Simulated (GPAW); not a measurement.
Input of a GPAW 26.7.0 run:

The input run.py:

```python
import numpy as np
from ase.dft.bandgap import bandgap
from ase.io import write
from ase.spacegroup import crystal
from ase.units import GPa
from gpaw import GPAW, PW
from gpaw.spinorbit import soc_eigenstates

# Pb 4a
# Te 4b
atoms = crystal(['Pb', 'Te'],
                basis=[[0.0, 0.0, 0.0],
                       [0.5, 0.0, 0.0]],
                spacegroup=225, setting=1,  # Fm-3m
                cellpar=[6.462, 6.462, 6.462, 90.0, 90.0, 90.0],
                primitive_cell=True)

calc = GPAW(mode=PW(600),
            xc='revPBE',
            kpts={'size': (6, 6, 6), 'gamma': True},
            occupations={'name': 'fermi-dirac', 'width': 0.05},
            nbands=19,
            convergence={'density': 1e-05, 'energy': 1e-05},
            maxiter=150,
            txt='gpaw.txt')
atoms.calc = calc
energy = atoms.get_potential_energy()
forces = atoms.get_forces()
stress = atoms.get_stress()
calc.write('gs.gpw')
write('result.traj', atoms)
print(f'Energy: {energy:.6f} eV')
print('Forces (eV/A):')
print(forces.round(4))
print('Stress (GPa):', (stress / GPa).round(3))
print('Fermi level:', round(calc.get_fermi_level(), 4), 'eV')
print(f'Gap: {bandgap(calc)[0]:.4f} eV, direct: {bandgap(calc, direct=True)[0]:.4f} eV')

path = atoms.cell.bandpath('GXWKGLUWLK,UX', npoints=60, eps=1e-4)
bs_calc = calc.fixed_density(kpts=path, symmetry='off', nbands=32,
                             convergence={'bands': 'CBM+6.0', 'eigenstates': 1e-6}, txt='bands.txt')
bs = bs_calc.band_structure()
bs.write('bs.json')
print(f'Gap on the path: {bandgap(bs_calc)[0]:.4f} eV')

soc = soc_eigenstates(bs_calc, theta=54.7, phi=45)
np.savetxt('soc_bands.dat', soc.eigenvalues(), fmt='%.4f')
mesh = soc_eigenstates('gs.gpw', theta=54.7, phi=45)
np.savetxt('soc_mesh.dat', mesh.eigenvalues(), fmt='%.4f')
print('Fermi level with spin-orbit coupling:', round(mesh.fermi_level, 4), 'eV')
```

Potentials or basis: the program's PAW data sets (release 1.2.1) made for this functional, pw.

The run is started by

```sh
$ OMP_NUM_THREADS=1 python run.py
```

Q: What does it give for the band gap on the k mesh?

A: 0.19 eV, indirect (least direct gap 0.31 eV).

Q: Estimate the pressure.

A: 3.0 GPa.

Q: Estimate the band gap along the path.

A: 0.14 eV, indirect (least direct gap 0.30 eV).

Levels at the corners of the path, in eV from the valence-band top:
```
point  band 18  band 19  band 20  band 21  band 22  band 23
    Γ    -0.93    -0.92    -0.92     2.31     2.33     4.97
    X    -3.25    -2.40    -2.40     3.38     3.38     4.37
    W    -3.77    -0.33    -0.33     1.51     1.51     5.27
    K    -2.62    -1.81    -1.81     2.97     2.97     4.20
    Γ    -0.93    -0.92    -0.92     2.31     2.33     4.97
    L    -0.60    -0.22    -0.22     0.16     0.16     1.44
    U    -2.62    -1.81    -1.81     2.97     2.97     4.20
    W    -3.77    -0.33    -0.33     1.51     1.51     5.27
    L    -0.60    -0.22    -0.22     0.16     0.16     1.44
    K    -2.62    -1.81    -1.81     2.97     2.97     4.20
    U    -2.62    -1.81    -1.81     2.97     2.97     4.20
    X    -3.25    -2.40    -2.40     3.38     3.38     4.37
```

Caveat: spin-orbit coupling was added after a scalar SCF, so levels and gaps hold it while energy, forces, pressure and moments don't; this program's spin-orbit splittings come out too wide for heavy elements.

**Experimental background.**

A printed reference work, monograph reports, for a bulk crystal of TePb at 4.2 K: band gap 0.19 eV (direct).

A measured direct gap of TePb is 0.19 eV (direct; 4.2 K; a printed reference work, monograph); the calculated 0.30 eV misses it by +0.11 eV. The value is that of revPBE, without temperature or zero-point motion.
